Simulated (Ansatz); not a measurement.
Convergence of CoSn2 with the k-point mesh

All numbers below come from DFT PBEsol, scalar-relativistic, plane waves, PAW (Ansatz 0.2.0).

```yaml
crystal:
  lattice:
    - [-3.18250, 3.18250, 2.72850]
    - [3.18250, -3.18250, 2.72850]
    - [3.18250, 3.18250, -2.72850]
  atoms:
    - { symbol: Co, position: [0.25000, 0.25000, 0.00000] }
    - { symbol: Co, position: [0.75000, 0.75000, 0.00000] }
    - { symbol: Sn, position: [0.65800, 0.15800, 0.81600] }
    - { symbol: Sn, position: [0.15800, 0.34200, 0.50000] }
    - { symbol: Sn, position: [0.34200, 0.84200, 0.18400] }
    - { symbol: Sn, position: [0.84200, 0.65800, 0.50000] }
```

| Quantity | Value |
| --- | --- |
| plane-wave cutoff | 420 eV |
| occupation rule | Gaussian smearing, 0.1 eV |
| spin treatment | unpolarised |

The atoms are held and the k-point mesh is swept. Energies are extrapolated to zero smearing and count from the reference run, 12×12×12. The cell isn't necessarily relaxed at this level. The meshes are Γ-centred. Pressure is positive in compression.

Times are rough; the reference took 96 s on 1 thread of Intel(R) Xeon(R) Processor @ 2.50GHz (Skylake/Cascade Lake), on a shared host, peak memory 0.88 GiB.

| mesh | ΔE (meV/atom) | P (GPa) | largest change of a force component (eV/Å) | irreducible points | wall time (s) |
| --- | --- | --- | --- | --- | --- |
| 1×1×1 | 1046 | 2.74 | 0.045 | 1 | 3.3 |
| 2×2×2 | -18.9 | -4.89 | 0.389 | 4 | 4.3 |
| 4×4×4 | ? | ? | ? | ? | ? |
| 6×6×6 | ? | ? | ? | ? | ? |
| 8×8×8 | -0.25 | -4.09 | 0.010 | 59 | 44 |
| 10×10×10 | -1.43 | -4.11 | 0.000 | 102 | 84 |
| 12×12×12 | 0.00 | -4.08 | 0.000 | 163 | 96 |

Q: Fill in the withheld rows.

A: The withheld rows:

```
 mesh  ΔE (meV/atom) P (GPa) largest change of a force component (eV/Å) irreducible points wall time (s)
4×4×4           2.79    -3.90                                       0.048                  13             10
6×6×6          -2.87    -4.12                                       0.008                  30             23
```

1 further run of this set didn't finish or converge.